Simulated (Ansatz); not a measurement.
# InAs (F-43m) in Ansatz: notebook

One crystal, InAs, is run at these levels: PBEsol, HSE06, PBE0; tasks: single point.

Program: Ansatz 0.2.0. These are calculated values, not measurements. Logs are shortened: lines on timing, memory, paths and dates and some standing lists are left out, and cuts for length are marked.

**Experimental background.**

From a printed reference work, data compilation, for a bulk crystal of InAs at 4.2 K: band gap 0.418 eV (direct).

The results are compared with them further down.

## 1. The structure

Symmetry: F-43m, No. 216, cubic system. Conventional cell: a = 6.036 Å, b = 6.036 Å, c = 6.036 Å, α = 90.00°, β = 90.00°, γ = 90.00°. Around In (site symmetry -43m) lie 4 As at 2.61 Å. As (site symmetry -43m) is surrounded by 4 In at 2.61 Å.

## 2. Single point, PBEsol

File input.yaml:

```yaml
crystal:
  lattice:
    - [0.0, 3.018, 3.018]
    - [3.018, 0.0, 3.018]
    - [3.018, 3.018, 0.0]
  atoms:
    - { symbol: In, position: [0.0, 0.0, 0.0] }
    - { symbol: As, position: [0.75, 0.75, 0.75] }
kpoints:
  mp_grid: { grid: [6, 6, 6] }
scf:
  occupations: { method: fermi_dirac, width: 0.05 }
hamiltonian:
  xc: pbesol
  pseudopotentials: { kind: all_electron, datasets: crystal }
output:
  forces: true
  stress: true
  eigenvalues: true
```

Potentials or basis: all-electron PAW datasets made for the crystal.

Run with:

```bash
$ ansatz run input.yaml --threads 2 --pin off --max-ram 8192MiB --backend cpu --events-out ev --progress --plain --runs-dir out
```

The program printed:

```text
Warning: RAYON_NUM_THREADS=2 ignored (pool sized by the plan → 2); use --threads N
hamiltonian.pseudopotentials.datasets: crystal makes datasets for this crystal and solves the spheres of its atoms anew in each pass: cutoff 240.0 eV, the density's 960.0 eV; for an error of 0.50 meV an atom under PBE, 1.0 meV for the cell; an energy difference from a run of another recipe may be off by several times the error for the cell, under r2SCAN by more, where some 0.1 meV an atom stays at smaller errors; As in spheres of 1.233 Å, 5 of its electrons in bands, 10 on its site; In in spheres of 1.376 Å, 13 of its electrons in bands, 8 on its site; only band paths and densities of states list, in semicore columns, the levels of the semicore shells that are solved separately: 3d of As, 4s of In, 4p of In
Engine: ansatz 0.2.0, x86_64-unknown-linux-gnu
Pseudopotentials: kind: all_electron
Pseudopotential: In, paw, valence charge 21, recommended cutoff 240 eV (normal), crystal/all_electron/pbesol/scalar/gaussian/In, Koelling and Harmon's equation, gaussian nucleus
Pseudopotential: As, paw, valence charge 15, recommended cutoff 240 eV (normal), crystal/all_electron/pbesol/scalar/gaussian/As, Koelling and Harmon's equation, gaussian nucleus
Functional definition: PBEsol
  exchange = pbesol_x
  correlation = pbesol_c
Crystal: 2 atoms, lattice volume = 54.978 Å³
Basis set: ecut = 240 eV, 459 PW (Γ), exchange–correlation on 48×48×48 points (8 copies of the dense FFT grid, shifted against one another)
Bands: 13, of which v1, the nominal top of the filled ones, is band 9 counted from 1 (8 counted from 0)
Symmetry: 24 space group operations
Space group: F-43m (ITA 216), of the structure as read, at distance tolerance 3.8e-5 Å
k-points: 16 of 216 (time reversal used)
Non-local potential: In, projectors of the file, l = 0: 1, l = 1: 1, l = 2: 2
Non-local potential: As, projectors of the file, l = 0: 1, l = 1: 1
PAW form: soft (Blöchl's): semilocal exchange-correlation on the pseudo side does not see the compensation charge
PAW one-centre angular grid: In, 590 points (default); XC on its mesh's 1869 points in the sphere
PAW one-centre angular grid: As, 110 points (default); XC on its mesh's 1873 points in the sphere
Initial density: superposition of atomic densities (neutral atoms: chi_scale 0, normalization atom)
Initial wavefunctions: pseudopotential atomic-orbital guess
Functional: x = pbesol(κ = 0.804, μ = 0.12345679012345678), c = pbesol(β = 0.046)
iter 1 solved again at ethr=5.20e-3 eV; its pass at ethr=1.00e-1 eV (dr2=9.36e-1 eV) is discarded
SCF iter   1: F=—  HF=-221455.008404 eV  |F-HF|=—  |Δ(HF+E_count)|=         —  Δρ=3.15e-2  dr2=9.26e-1  ethr=5.20e-3  ⟨swp⟩=3.1  Hψ=1106  notcnv=0
preconditioner: auto → none  [insulator: Δε(μ)=1.226 eV  Ē_g=14.208 eV  σ=0.050 eV  W_gap=0.60  n_scr=14 (ndim 8)  ℏωp=21.2 eV  f_vac=0.000  D(μ)=0.13/eV (n_scr^D=0)  ε∞_Penn≈3.2]
iter 2 solved again at ethr=3.45e-4 eV; its pass at ethr=5.15e-3 eV (dr2=6.22e-2 eV) is discarded
SCF iter   2: F=—  HF=-221454.771877 eV  |F-HF|=—  |Δ(HF+E_count)|=   2.37e-1  Δρ=1.18e-2  dr2=6.28e-2  ethr=3.45e-4  ⟨swp⟩=2.1  Hψ=920  notcnv=0  defer=1
SCF iter   3: F=—  HF=-221454.760797 eV  |F-HF|=—  |Δ(HF+E_count)|=   1.11e-2  Δρ=4.84e-3  dr2=1.21e-2  ethr=3.45e-4  ⟨swp⟩=2.9  Hψ=441  notcnv=0
SCF iter   4: F=—  HF=-221454.759689 eV  |F-HF|=—  |Δ(HF+E_count)|=   1.11e-3  Δρ=6.36e-4  dr2=1.62e-4  ethr=6.70e-5  ⟨swp⟩=3.1  Hψ=534  notcnv=0
SCF iter   5: F=—  HF=-221454.761244 eV  |F-HF|=—  |Δ(HF+E_count)|=   1.55e-3  Δρ=2.32e-4  dr2=1.25e-5  ethr=8.99e-7  ⟨swp⟩=3.0  Hψ=604  notcnv=0
SCF iter   6: F=—  HF=-221454.761248 eV  |F-HF|=—  |Δ(HF+E_count)|=   4.69e-6  Δρ=9.52e-5  dr2=2.33e-6  ethr=6.97e-8  ⟨swp⟩=3.0  Hψ=374  notcnv=0
SCF iter   7: F=—  HF=-221454.761250 eV  |F-HF|=—  |Δ(HF+E_count)|=   1.62e-6  Δρ=1.00e-5  dr2=6.61e-8  ethr=1.30e-8  ⟨swp⟩=3.0  Hψ=408  notcnv=0
SCF iter   8: F=-221454.761250 eV  HF=-221454.761250 eV  |F-HF|=2.39e-9  |Δ(HF+E_count)|=   4.17e-8  Δρ=1.63e-6  dr2=1.00e-9  ethr=3.67e-10  ⟨swp⟩=3.0  Hψ=494  notcnv=0
SCF 1 converged in 8 iterations: F = -221454.761251 eV  dr2 = 1.00e-9
  Residual-converged pass: ⟨swp⟩=2.5  Hψ=349  notcnv=0  max |occ|·‖R‖ = 4.8e-6 eV (tolerance 5.3e-6 eV)  dr2=1.01e-9  dr2_onsite=3.38e-9  max |Δocc| = 2.3e-12
SCF converged after 8 iterations
Free energy (F): -221454.761251 eV
Harris-Foulkes:  -221454.761251 eV  (|F-HF|=2.39e-9)
Internal energy: -221454.760312 eV  (E = F + TS)
E sigma→0 (E₀):  -221454.760781 eV
Entropy (-TS):   -0.000939 eV (-0.469 meV/atom)
Past the cutoff: the bands carry plane waves up to 1.75 times it, of which those up to 1.5 times it add -0.000288 eV an atom, each by itself; the spheres take 0.000471 eV an atom off the energy for waves past 1.75 times it
By the cutoff:   a pressure is off by up to 0.008 GPa (1.2 times the spheres' own share and the shells' term, over an atom's volume, and 0.004 GPa: a bound that held against runs at twice the plane waves)
Past the cutoffs: a stress includes 0.0025 GPa for waves and charges beyond them, in addition to the slope of what the spheres take
In the spheres:  the bands' charges fall short by 5.4e-7 e at most (sound up to 1e-3), those of shells solved beside the bands by 1.2e-7 e (sound up to 5e-4)
Fermi energy:    9.650506 eV
--- Per-component energies (eV) ---
  E_band       = -8.713973
  E_kinetic    = 165.600987
  E_local      = -5327.232001  (includes V_loc(G=0)·N_el)
  E_nonlocal   = 278.156559
  E_hartree    = 2568.510545
  E_xc         = -115.955114
  E_vxc        = -136.265629  (∫ρ·V_xc dr)
  E_paw        = -227023.433399  (= ΣΔE_a)
  E_vpaw       = -12370.500382  (= ΣTr[D̂ρ^β])
  E_ewald      = -4244.910761
  E_smearing   = -0.000939  (= −TS)
  E_closure    = 12244.502872  (closes the sum)
  Σ components = -221454.761251   (vs F -221454.761251, Δ=0.00e0)
  The terms above E_closure are by the made datasets' own strengths, without shells solved beside the bands.
--- Forces (eV/Å), atoms counted from 1 ---
  atom   1  In    -0.00000000    -0.00000000     0.00000000
  atom   2  As     0.00000000    -0.00000000     0.00000000
  max |Σ_I F_I| component: 1.85e-17 eV/Å
--- Stress (GPa, compression-positive) ---
        1.585384       0.000000      -0.000000
        0.000000       1.585384       0.000000
        0.000000       0.000000       1.585384
  P = ⅓ Tr σ = 1.5854 GPa (15.854 kbar)
  It holds what live shells' own plane waves past their cutoff add
--- Band table (eV; the first three rows and the last of 16) ---
  k-point 0: bands = ["-4.7428", "-4.7428", "-4.7428", "-4.6123", "-4.6123", "-2.3134", "9.3520", "9.6146", "9.6146", "9.6146", "13.4799"]
  k-point 1: bands = ["-4.7788", "-4.7326", "-4.7326", "-4.6123", "-4.6123", "-2.0258", "7.0699", "9.2950", "9.2950", "10.8125", "13.8716"]
  k-point 2: bands = ["-4.8438", "-4.7160", "-4.7160", "-4.6086", "-4.6086", "-1.3101", "4.8213", "8.8093", "8.8093", "10.6576", "14.2910"]
  k-point 15: bands = ["-4.9166", "-4.6820", "-4.6649", "-4.6352", "-4.5990", "-0.2228", "3.8204", "6.7555", "6.8080", "12.6145", "13.0119"]
```

It took 6.2 s on 2 threads of Intel Xeon at 2.50GHz (Skylake/Cascade Lake), shared host; peak memory 0.5 GiB.

Results:

- Free energy: -221454.7613 eV
- Pressure: 1.6 GPa
- Band gap on the k mesh: none (metal or under the smearing width)

Caveat: the k mesh is thin for a metal, which can move the energy by tens of meV per atom.

## 3. Single point, HSE06

input.yaml: that of step 2 with these lines changed.

```diff
@@ -13,3 +13,3 @@
 hamiltonian:
-  xc: pbesol
+  xc: hse06
   pseudopotentials: { kind: all_electron, datasets: crystal }
@@ -18,2 +18 @@
   stress: true
-  eigenvalues: true
```

Potentials or basis: all-electron PAW datasets made for the crystal.

Run with:

```bash
$ ansatz run input.yaml --threads 2 --pin off --max-ram 8192MiB --backend cpu --events-out ev --progress --plain --runs-dir out
```

The program printed:

```text
Warning: RAYON_NUM_THREADS=2 ignored (pool sized by the plan → 2); use --threads N
hamiltonian.pseudopotentials.datasets: crystal makes datasets for this crystal and solves the spheres of its atoms anew in each pass: cutoff 340.0 eV, the density's 1360.0 eV;, for an error of 0.50 meV an atom under PBE, 1.0 meV for the cell; an energy difference from a run of another recipe may be off by several times the error for the cell, under r2SCAN by more, where some 0.1 meV an atom stays at smaller errors; As in spheres of 1.349 Å, 15 of its electrons in bands; In in spheres of 1.259 Å, 21 of its electrons in bands
[... 2 set-up lines as earlier in the session ...]
Pseudopotential: In, paw, valence charge 21, recommended cutoff 340 eV (normal), crystal/all_electron/pbe/scalar/gaussian/In, Koelling and Harmon's equation, gaussian nucleus
Pseudopotential: As, paw, valence charge 15, recommended cutoff 340 eV (normal), crystal/all_electron/pbe/scalar/gaussian/As, Koelling and Harmon's equation, gaussian nucleus
Functional definition: HSE06
  parameter a = 0.25
  parameter omega = 0.11/bohr
[... 68 lines left out ...]
  max |Σ_I F_I| component: 7.40e-17 eV/Å
--- Stress (GPa, compression-positive) ---
        2.279701       0.000000      -0.000000
        0.000000       2.279701       0.000000
       -0.000000       0.000000       2.279701
  P = ⅓ Tr σ = 2.2797 GPa (22.797 kbar)
--- Band table (eV; the first three rows and the last of 16) ---
  k-point 0: bands = ["-111.6270", "-68.7154", "-68.7154", "-68.7154", "-29.1038", "-29.1038", "-29.1038", "-29.0949", "-29.0949", "-6.8187", "-6.8187", "-6.8187", "-6.6791", "-6.6791", "-3.7042", "9.3540", "9.3540", "9.3540", "9.9311", "14.0236"]
  k-point 1: bands = ["-111.6270", "-68.7154", "-68.7154", "-68.7154", "-29.1038", "-29.1038", "-29.1038", "-29.0948", "-29.0948", "-6.8490", "-6.8086", "-6.8086", "-6.6792", "-6.6792", "-3.3944", "6.8038", "9.0158", "9.0158", "11.3124", "14.4589"]
  k-point 2: bands = ["-111.6270", "-68.7154", "-68.7154", "-68.7153", "-29.1038", "-29.1037", "-29.1037", "-29.0947", "-29.0947", "-6.9055", "-6.7915", "-6.7915", "-6.6760", "-6.6760", "-2.6158", "4.2396", "8.4892", "8.4892", "11.1860", "14.8724"]
  k-point 15: bands = ["-111.6270", "-68.7154", "-68.7154", "-68.7152", "-29.1040", "-29.1036", "-29.1034", "-29.0948", "-29.0945", "-6.9751", "-6.7573", "-6.7399", "-6.7022", "-6.6666", "-1.4171", "3.1314", "6.2731", "6.3552", "13.0977", "13.5957"]
```

It took 8.7 min on 2 threads of Intel Xeon at 2.50GHz (Skylake/Cascade Lake), shared host; peak memory 1.3 GiB.

Results:

| Quantity | Value |
| --- | --- |
| Free energy | -221570.8402 eV |
| Pressure | 2.3 GPa |
| Band gap on the k mesh | 0.58 eV, direct |

Levels at points of the mesh, in eV from the valence-band top:
```
             k point  band 14  band 15  band 16  band 17  band 18  band 19  band 20
  (0.00, 0.00, 0.00)   -16.03   -13.06     0.00     0.00     0.00     0.58     4.67
 (0.00, 0.00, -0.50)   -16.03   -11.43    -6.29    -1.08    -1.08     1.67     5.46
(0.00, -0.50, -0.50)   -16.01   -10.81    -6.35    -2.55    -2.55     2.10     2.72
```

Caveat: the program warned that the printed levels may be off, so bands, gaps and densities of states are rough; spin-orbit coupling is left out, which moves the levels of the heavy elements.

## 4. Single point, PBE0

input.yaml: that of step 3 with these lines changed.

```diff
@@ -13,3 +13,3 @@
 hamiltonian:
-  xc: hse06
+  xc: pbe0
   pseudopotentials: { kind: all_electron, datasets: crystal }
```

Potentials or basis: all-electron PAW datasets made for the crystal.

Run with:

```bash
$ ansatz run input.yaml --threads 2 --pin off --max-ram 8192MiB --backend cpu --events-out ev --progress --plain --runs-dir out
```

The program printed:

```text
Warning: RAYON_NUM_THREADS=2 ignored (pool sized by the plan → 2); use --threads N
hamiltonian.pseudopotentials.datasets: crystal makes datasets for this crystal and solves the spheres of its atoms anew in each pass: cutoff 340.0 eV, the density's 1360.0 eV;, for an error of 0.50 meV an atom under PBE, 1.0 meV for the cell; an energy difference from a run of another recipe may be off by several times the error for the cell, under r2SCAN by more, where some 0.1 meV an atom stays at smaller errors; As in spheres of 1.349 Å, 15 of its electrons in bands; In in spheres of 1.259 Å, 21 of its electrons in bands
[... 4 set-up lines as earlier in the session ...]
Functional definition: PBE0
[... 1 set-up line as earlier in the session ...]
  parameter kappa = 0.804
  parameter beta = 0.06672455060314922
  exchange = (1 - a)*pbe_x(kappa = kappa, mu = beta*pi^2/3) + a*exact_x
[... 66 lines left out ...]
  max |Σ_I F_I| component: 6.48e-17 eV/Å
--- Stress (GPa, compression-positive) ---
        2.092298       0.000000      -0.000000
        0.000000       2.092298       0.000000
       -0.000000       0.000000       2.092298
  P = ⅓ Tr σ = 2.0923 GPa (20.923 kbar)
--- Band table (eV; the first three rows and the last of 16) ---
  k-point 0: bands = ["-112.0629", "-69.1456", "-69.1456", "-69.1456", "-29.5050", "-29.5050", "-29.5050", "-29.4962", "-29.4962", "-7.2367", "-7.2367", "-7.2367", "-7.0969", "-7.0969", "-4.1383", "9.0401", "9.0401", "9.0401", "10.1746"]
  k-point 1: bands = ["-112.0629", "-69.1456", "-69.1456", "-69.1456", "-29.5050", "-29.5049", "-29.5049", "-29.4961", "-29.4961", "-7.2672", "-7.2266", "-7.2266", "-7.0971", "-7.0971", "-3.8282", "6.4345", "8.6927", "8.6927", "11.5960"]
  k-point 2: bands = ["-112.0629", "-69.1456", "-69.1456", "-69.1455", "-29.5049", "-29.5049", "-29.5049", "-29.4960", "-29.4960", "-7.3238", "-7.2096", "-7.2096", "-7.0941", "-7.0941", "-3.0470", "3.8164", "8.1498", "8.1498", "11.4821"]
  k-point 15: bands = ["-112.0629", "-69.1457", "-69.1456", "-69.1455", "-29.5051", "-29.5048", "-29.5046", "-29.4960", "-29.4958", "-7.3937", "-7.1752", "-7.1581", "-7.1204", "-7.0849", "-1.8439", "2.7044", "5.8804", "5.9635", "13.4329"]
```

Wall time 9.6 min (2 threads of Intel Xeon at 2.50GHz (Skylake/Cascade Lake), shared host); peak memory 1.2 GiB.

Results:

```yaml
Free_energy: -221570.1068 eV
Pressure: 2.1 GPa
Band_gap_on_the_k_mesh: 1.13 eV, direct
```

Levels at points of the mesh, in eV from the valence-band top:
```csv
k point,band 14,band 15,band 16,band 17,band 18,band 19
"(0.00, 0.00, 0.00)",-16.14,-13.18,0.00,0.00,0.00,1.13
"(0.00, 0.00, -0.50)",-16.13,-11.54,-6.41,-1.11,-1.11,2.28
"(0.00, -0.50, -0.50)",-16.12,-10.93,-6.46,-2.61,-2.61,2.73
```

Caveat: spin-orbit coupling is left out, which moves the levels of the heavy elements.

## 5. The runs side by side

```csv
level,cutoff (eV),gap on the mesh (eV),pressure (GPa)
PBEsol,240,none,1.6
HSE06,340,0.58,2.3
PBE0,340,1.13,2.1
```

Alike in all rows: task single point; potentials or basis all-electron PAW datasets made for the crystal; no spin polarisation; cell as given; k mesh 6 × 6 × 6; smearing fermi-dirac 0.05 eV.

On the cell as given the gap runs from zero (PBEsol) to 1.13 eV (PBE0). The pressure there spans 1.6 GPa (PBEsol) to 2.3 GPa (HSE06); a positive pressure means that this level wants a larger cell, a negative one a smaller.

Caveats: spin-orbit coupling is left out, which moves the levels of the heavy elements (some runs); the k mesh is thin for a metal, which can move the energy by tens of meV per atom (some runs); the program warned that the printed levels may be off, so bands, gaps and densities of states are rough (some runs).

Compare energies only between runs with the same functional and basis.

## 6. Comparison with measurements

Step 2. Against the measured gap of InAs, 0.418 eV (direct; 4.2 K; a printed reference work, data compilation), the calculated 0.00 eV is off by -0.42 eV. Spin-orbit coupling on As, In is left out. The value is that of PBEsol on a finite k mesh, which can miss the band edges, without temperature or zero-point motion. Semilocal functionals fall short of measured gaps as a rule.

Step 3. A measured gap of InAs is 0.418 eV (direct; 4.2 K; a printed reference work, data compilation); the calculated 0.58 eV misses it by +0.16 eV. Spin-orbit coupling on As, In is left out. The value is that of HSE06, without temperature or zero-point motion.

Step 4. A measured gap of InAs is 0.418 eV (direct; 4.2 K; a printed reference work, data compilation); the calculated 1.13 eV misses it by +0.72 eV. Spin-orbit coupling on As, In is left out. The value is that of PBE0, without temperature or zero-point motion.
